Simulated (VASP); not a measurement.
# ZrH6 (P4/mmm) in VASP: notebook

One crystal, ZrH6, is run at these levels: PBE; tasks: single point.

Program: VASP 6.6.1. These are calculated values, not measurements. Logs are shortened: lines on timing, memory, paths and dates and some standing lists are left out, and cuts for length are marked.

### 1 The undisturbed crystal

The structure is tetragonal, space group P4/mmm (No. 123). Conventional cell: a = 3.388 Å, b = 3.388 Å, c = 8.411 Å, α = 90.00°, β = 90.00°, γ = 90.00°. Zr (site symmetry 4/mmm) is surrounded by 8 H at 2.02 Å. H (site symmetry 2mm) has 2 Zr at 2.02 Å and 1 H at 2.21 Å as nearest neighbours. H (site symmetry 4mm) has 1 H at 0.75 Å as nearest neighbours.

The cell was built by a generator and needn't be a form met in nature.

### 2 Single point, PBE, 12.71 Å³/atom (strain = -0.04)

The input, INCAR:

```
ALGO = Normal ; EDIFF = 1E-6
ENCUT = 520 ; GGA = PE
ISIF = 2 ; ISMEAR = -1
LASPH = T ; LCHARG = F
LREAL = F ; LWAVE = F
NBANDS = 18 ; NELM = 80
PREC = Accurate ; SIGMA = 0.05
```

The input, KPOINTS:

```
k-points
0
Gamma
  6 6 3
```

The input, POSCAR:

```
ZrH6
1.0
    3.2524608000      0.0000000000      0.0000000000
    0.0000000000      3.2524608000      0.0000000000
    0.0000000000      0.0000000000      8.4110100000
Zr H
1 6
Direct
    0.5000000000      0.5000000000      0.5000000000
    0.0000000000      0.5000000000      0.6315000000
    0.5000000000      0.0000000000      0.6315000000
    0.0000000000      0.5000000000      0.3685000000
    0.5000000000      0.0000000000      0.3685000000
    0.5000000000      0.5000000000      0.9553900000
    0.5000000000      0.5000000000      0.0446100000
```

Potentials or basis: VASP PAW PBE potentials, release 64 (Zr_sv, H).

On the command line:

```bash
cat potpaw_PBE.64/Zr_sv/POTCAR potpaw_PBE.64/H/POTCAR > POTCAR
mpirun -np 1 vasp_std > vasp.out
```

OUTCAR:

```text
EDIFF = 1E-6
   ENCUT = 520
   GGA = PE
   ISIF = 2
   ISMEAR = -1
   LASPH = T
   LREAL = F
   NELM = 80
   PREC = Accurate

 ion  position               nearest neighbor table
   1  0.500  0.500  0.500-   2 1.97   3 1.97   4 1.97   5 1.97   3 1.97   5 1.97   2 1.97   4 1.97

   2  0.000  0.500  0.632-   1 1.97   1 1.97
   3  0.500  0.000  0.632-   1 1.97   1 1.97
   4  0.000  0.500  0.368-   1 1.97   1 1.97
   5  0.500  0.000  0.368-   1 1.97   1 1.97
   6  0.500  0.500  0.955-   7 0.75
   7  0.500  0.500  0.045-   6 0.75

  LATTYP: Found a simple tetragonal cell.
 ALAT       =     3.2524608000
 C/A-ratio  =     2.5860450032

  Lattice vectors:

 A1 = (   3.2524608000,   0.0000000000,   0.0000000000)
 A2 = (   0.0000000000,   3.2524608000,   0.0000000000)
 A3 = (   0.0000000000,   0.0000000000,   8.4110100000)

Analysis of symmetry for initial positions (statically):
=====================================================================
 Subroutine PRICEL returns:
 Original cell was already a primitive cell.

 Routine SETGRP: Setting up the symmetry group for a
 simple tetragonal supercell.

 Subroutine GETGRP returns: Found 16 space group operations
 (whereof 16 operations were pure point group operations)
 out of a pool of 16 trial point group operations.

The static configuration has the point symmetry D_4h.

Analysis of symmetry for dynamics (positions and initial velocities):
=====================================================================
 Subroutine PRICEL returns:
 Original cell was already a primitive cell.

 Routine SETGRP: Setting up the symmetry group for a
 simple tetragonal supercell.

 Subroutine GETGRP returns: Found 16 space group operations
 (whereof 16 operations were pure point group operations)
 out of a pool of 16 trial point group operations.

The dynamic configuration has the point symmetry D_4h.

 Subroutine INISYM returns: Found 16 space group operations
 (whereof 16 operations are pure point group operations),
 and found     1 'primitive' translations

----------------------------------------------------------------------------------------

                                     Primitive cell

  volume of cell :      88.9759

  direct lattice vectors                    reciprocal lattice vectors
     3.252460800  0.000000000  0.000000000     0.307459509  0.000000000  0.000000000
     0.000000000  3.252460800  0.000000000     0.000000000  0.307459509  0.000000000
     0.000000000  0.000000000  8.411010000     0.000000000  0.000000000  0.118891786

  length of vectors
     3.252460800  3.252460800  8.411010000     0.307459509  0.307459509  0.118891786

  position of ions in fractional coordinates (direct lattice)
     0.500000000  0.500000000  0.500000000
     0.000000000  0.500000000  0.631500000
     0.500000000  0.000000000  0.631500000
     0.000000000  0.500000000  0.368500000
     0.500000000  0.000000000  0.368500000
     0.500000000  0.500000000  0.955390000
     0.500000000  0.500000000  0.044610000

  ion indices of the primitive-cell ions
   primitive index   ion index
                 1           1
                 2           2
                 3           3
                 4           4
                 5           5
                 6           6
                 7           7

----------------------------------------------------------------------------------------

 KPOINTS: k-points

Automatic generation of k-mesh.
 Grid dimensions read from file:
 generate k-points for:    6    6    3

 Generating k-lattice:

  Cartesian coordinates                     Fractional coordinates (reciprocal lattice)
     0.051243251  0.000000000  0.000000000     0.166666667  0.000000000  0.000000000
     0.000000000  0.051243251  0.000000000     0.000000000  0.166666667  0.000000000
     0.000000000  0.000000000  0.039630595     0.000000000  0.000000000  0.333333333

  Length of vectors
     0.051243251  0.051243251  0.039630595

  Shift w.r.t. Gamma in fractional coordinates (k-lattice)
     0.000000000  0.000000000  0.000000000

 Subroutine IBZKPT returns following result:
 ===========================================

 Found     20 irreducible k-points:

 Following reciprocal coordinates:
            Coordinates               Weight
  0.000000  0.000000  0.000000      1.000000
  0.166667  0.000000  0.000000      4.000000
  0.333333  0.000000  0.000000      4.000000
  0.500000  0.000000  0.000000      2.000000
  0.166667  0.166667  0.000000      4.000000
  0.333333  0.166667  0.000000      8.000000
[... 12 lines left out ...]
  0.500000  0.333333  0.333333      8.000000
  0.500000  0.500000  0.333333      2.000000
   k-points           NKPTS =     20   k-points in BZ     NKDIM =     20   number of bands    NBANDS=     18
   number of dos      NEDOS =    301   number of ions     NIONS =      7
   total plane-waves  NPLWV =  36864
   dimension x,y,z NGX =    24 NGY =   24 NGZ =   64
   dimension x,y,z NGXF=    48 NGYF=   48 NGZF=  128
   ions per type =               1   6
   NGX,Y,Z   is equivalent  to a cutoff of  12.27, 12.27, 12.65 a.u.
   NGXF,Y,Z  is equivalent  to a cutoff of  24.53, 24.53, 25.30 a.u.
 SYSTEM =  unknown system
   PREC   = accura    normal or accurate (medium, high low for compatibility)
   ISTART =      0    job   : 0-new  1-cont  2-samecut
   ICHARG =      2    charge: 1-file 2-atom 10-const
   ISPIN  =      1    spin polarized calculation?
   LNONCOLLINEAR =      F non collinear calculations
   LSORBIT =      F    spin-orbit coupling
   LASPH  =      T    aspherical Exc in radial PAW
   ENCUT  =  520.0 eV  38.22 Ry    6.18 a.u.   6.05  6.05 15.64*2*pi/ulx,y,z
   NELM   =     80;   NELMIN=  2; NELMDL= -5     # of ELM steps
   EDIFF  = 0.1E-05   stopping-criterion for ELM
   LREAL  =      F    real-space projection
   EDIFFG = 0.1E-04   stopping-criterion for IOM
   NSW    =      0    number of steps for IOM
   IBRION =     -1    ionic relax: 0-MD 1-quasi-New 2-CG
   NFREE  =      0    steps in history (QN), initial steepest desc. (CG)
   ISIF   =      2    stress and relaxation
   ISYM   =      2    0-nonsym 1-usesym 2-fastsym
   POTIM  = 0.5000    time-step for ionic-motion
   TEBEG  =    0.0;   TEEND  =   0.0 temperature during run
   PSTRESS=    0.0 pullay stress
   NELECT =      18.0000    total number of electrons
   NUPDOWN=      -1.0000    fix difference up-down
   EMIN   =  10.00;   EMAX   =-10.00  energy-range for DOS
   EFERMI =   0.00;   METHOD = LEGACY
   ISMEAR =    -1;   SIGMA  =   0.05  broadening in eV -4-tet -1-fermi 0-gaus
   EFERMI_NEDOS =   21; number of points for ismear=-14 and -15
   IALGO  =     38    algorithm
   IMIX   =      4    mixing-type and parameters
     AMIX     =   0.40;   BMIX     =  1.00
     AMIX_MAG =   1.60;   BMIX_MAG =  1.00
  volume/ion in A,a.u.               =      12.71        85.78
  Fermi-wavevector in a.u.,A,eV,Ry     =   0.961040  1.816103 12.566318  0.923598
  Thomas-Fermi vector in A             =   2.090377
   LORBIT       =      0    0 simple, 1 ext, 2 COOP (PROOUT), +10 PAW based schemes
   GGA     = PE    functional components
   LHFCALC =     F    Hartree Fock is set to
   AEXX    =    0.0000 exact exchange contribution
   IVDW    =     0    specifies the selected vdW correction
   LEPSILON=     F    determine dielectric tensor
   LRPA    =     F    only Hartree local field effects (RPA)
 non-spin polarized calculation
  energy-cutoff  :      520.00
  volume of cell :       88.98
 maximum number of plane-waves:      2416
   NGX = 13   NGY = 13   NGZ = 31

 number of electron      17.9999991 magnetization

 Free energy of the ion-electron system (eV)
  ---------------------------------------------------
  ext. energy  EPLUGINS =         0.00000000
  ---------------------------------------------------
  free energy    TOTEN  =       -28.45091700 eV

  energy without entropy =      -28.44530788  energy(sigma->0) =      -28.44811244

 E-fermi :  -0.7603     XC(G=0):  -6.8325

 val. band max:       -0.8926518625   @ k =   0.5000   0.3333   0.3333
 cond. band min:      -0.6337565937   @ k =   0.1667   0.0000   0.0000
 fundamental gap:      0.2588952688
 Fermi energy:        -0.7603238929

 k-point     1 :       0.0000    0.0000    0.0000
  band No.  band energies     occupation
      1     -49.4303      2.00000
      2     -27.6216      2.00000
      3     -27.1690      2.00000
      4     -27.1690      2.00000
      5      -7.4504      2.00000
      6      -5.9322      2.00000
[... 10 lines left out ...]
     17      10.2262      0.00000
     18      10.2262      0.00000

 k-point     2 :       0.1667    0.0000    0.0000
  band No.  band energies     occupation
      1     -49.4194      2.00000
      2     -27.6015      2.00000
      3     -27.3067      2.00000
      4     -27.1595      2.00000
      5      -7.0136      2.00000
      6      -5.8021      2.00000
[... 10 lines left out ...]
     17       9.6941      0.00000
     18      10.4434      0.00000

 k-point     3 :       0.3333    0.0000    0.0000
  band No.  band energies     occupation
      1     -49.3976      2.00000
      2     -27.5720      2.00000
      3     -27.5608      2.00000
      4     -27.1403      2.00000
      5      -6.1282      2.00000
      6      -5.5148      2.00000
[... 10 lines left out ...]
     17       8.1035      0.00000
     18       9.6790      0.00000

 k-point     4 :       0.5000    0.0000    0.0000
  band No.  band energies     occupation
      1     -49.3867      2.00000
      2     -27.7002      2.00000
      3     -27.5403      2.00000
      4     -27.1307      2.00000
      5      -5.6889      2.00000
      6      -5.3321      2.00000
[... 291 lines left out ...]
      4     -27.5021      2.00000
      5      -5.2952      2.00000
      6      -4.2941      2.00000
[... 10 lines left out ...]
     17       7.9379      0.00000
     18       8.7371      0.00000

 k-point    19 :       0.5000    0.3333    0.3333
  band No.  band energies     occupation
      1     -49.3547      2.00000
      2     -27.6588      2.00000
      3     -27.5206      2.00000
      4     -27.4823      2.00000
      5      -5.1619      2.00000
      6      -4.4310      2.00000
[... 10 lines left out ...]
     17       8.4988      0.00000
     18       8.5772      0.00000

 k-point    20 :       0.5000    0.5000    0.3333
  band No.  band energies     occupation
      1     -49.3440      2.00000
      2     -27.6449      2.00000
      3     -27.6449      2.00000
      4     -27.4627      2.00000
      5      -5.0460      2.00000
      6      -4.2702      2.00000
[... 10 lines left out ...]
     17       7.9381      0.00000
     18       9.0384      0.00000

------------------------ aborting loop because EDIFF is reached ----------------------------------------

  FORCE on cell =-STRESS in cart. coord.  units (eV):
  Direction    XX          YY          ZZ          XY          YZ          ZX
  --------------------------------------------------------------------------------------
  -------------------------------------------------------------------------------------
  Total        3.0892049      3.0892049      1.0892064      0.0000000     -0.0000000      0.0000000
  in kB       55.6269190     55.6269190     19.6132015      0.0000000     -0.0000000      0.0000000
  external PRESSURE =      43.6223465 kB  Pullay stress =       0.0000000 kB

 VOLUME and BASIS-vectors are now :
 -----------------------------------------------------------------------------
  energy-cutoff  :      520.00
  volume of cell :       88.98
      direct lattice vectors                 reciprocal lattice vectors
     3.252460800  0.000000000  0.000000000     0.307459509  0.000000000  0.000000000
     0.000000000  3.252460800  0.000000000     0.000000000  0.307459509  0.000000000
     0.000000000  0.000000000  8.411010000     0.000000000  0.000000000  0.118891786

 POSITION                                       TOTAL-FORCE (eV/Angst)
 -----------------------------------------------------------------------------------
      1.62623      1.62623      4.20550         0.000000     -0.000000      0.000000
      0.00000      1.62623      5.31155         0.000000      0.000000      0.263111
      1.62623      0.00000      5.31155         0.000000     -0.000000      0.263111
      0.00000      1.62623      3.09946         0.000000      0.000000     -0.263111
      1.62623      0.00000      3.09946         0.000000     -0.000000     -0.263111
      1.62623      1.62623      8.03579        -0.000000     -0.000000      0.022160
      1.62623      1.62623      0.37522        -0.000000      0.000000     -0.022160
 -----------------------------------------------------------------------------------
    total drift:                                0.000000      0.000000     -0.000000

  FREE ENERGIE OF THE ION-ELECTRON SYSTEM (eV)
  ---------------------------------------------------
  free  energy   TOTEN  =       -28.4509169968 eV

  energy  without entropy=      -28.4453078766  energy(sigma->0) =      -28.44811244
```

Run time: 34 s. Hardware: 1 thread of AMD EPYC 7R13 (Zen 3), shared host; peak memory 0.16 GiB.

What came out:

- Free energy: -28.4509 eV
- Pressure: 4.4 GPa
- Largest force: 0.263 eV/Å
- Band gap on the k mesh: none (metal or under the smearing width)

### 3 Single point, PBE, 13.25 Å³/atom (strain = -0.02)

INCAR is that of step 2.

KPOINTS is that of step 2.

Edit POSCAR of step 2 so:

```diff
@@ -2,4 +2,4 @@
 1.0
-    3.2524608000      0.0000000000      0.0000000000
-    0.0000000000      3.2524608000      0.0000000000
+    3.3202204000      0.0000000000      0.0000000000
+    0.0000000000      3.3202204000      0.0000000000
     0.0000000000      0.0000000000      8.4110100000
```

Potentials or basis: VASP PAW PBE potentials, release 64 (Zr_sv, H).

On the command line:

```bash
cat potpaw_PBE.64/Zr_sv/POTCAR potpaw_PBE.64/H/POTCAR > POTCAR
mpirun -np 1 vasp_std > vasp.out
```

Run time: 46 s. Hardware: 1 thread of AMD EPYC 7R13 (Zen 3), shared host; peak memory 0.18 GiB.

The run converged. Its results:

| Quantity | Value |
| --- | --- |
| Free energy | -28.5469 eV |
| Pressure | 1.9 GPa |
| Largest force | 0.117 eV/Å |
| Band gap on the k mesh | none (metal or under the smearing width) |
